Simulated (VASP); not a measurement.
Pb, 1 atom in the cell. Symmetry: Fm-3m, No. 225, cubic system. The conventional cell has a = 4.950 Å, b = 4.950 Å, c = 4.950 Å, α = 90.00°, β = 90.00°, γ = 90.00°. Pb (site symmetry m-3m) is surrounded by 12 Pb at 3.50 Å. 

* Program: VASP 6.6.1
* Task: band structure
* Functional: PBEsol
* Potentials or basis: VASP PAW PBE potentials, release 64 (Pb_d)
* Cutoff: 520 eV
* k mesh: 9 × 9 × 9
* Occupations: fermi-dirac, width 0.05 eV
* Spin: no spin polarisation
* Further INCAR settings: ALGO = Fast; EDIFF = 1e-06; NBANDS = 13

Potentials or basis: VASP PAW PBE potentials, release 64 (Pb_d).

The run is started by

```sh
$ cat potpaw_PBE.64/Pb_d/POTCAR > POTCAR
$ cp INCAR.step1 INCAR
$ cp KPOINTS.step1 KPOINTS
$ mpirun -np 1 vasp_std > vasp.out
$ cp INCAR.step2 INCAR
$ cp KPOINTS.step2 KPOINTS
$ mpirun -np 1 vasp_std > vasp.out
```

Hardware: 1 thread of Intel(R) Xeon(R) Platinum 8375C CPU @ 2.90GHz (Ice Lake) (shared host).

How long does it take, and how much memory?

Wall time 62 s on 1 thread of Intel(R) Xeon(R) Platinum 8375C CPU @ 2.90GHz (Ice Lake), with other jobs on the host, peak memory 0.18 GiB. Counts: scf iterations 10, k points 150.
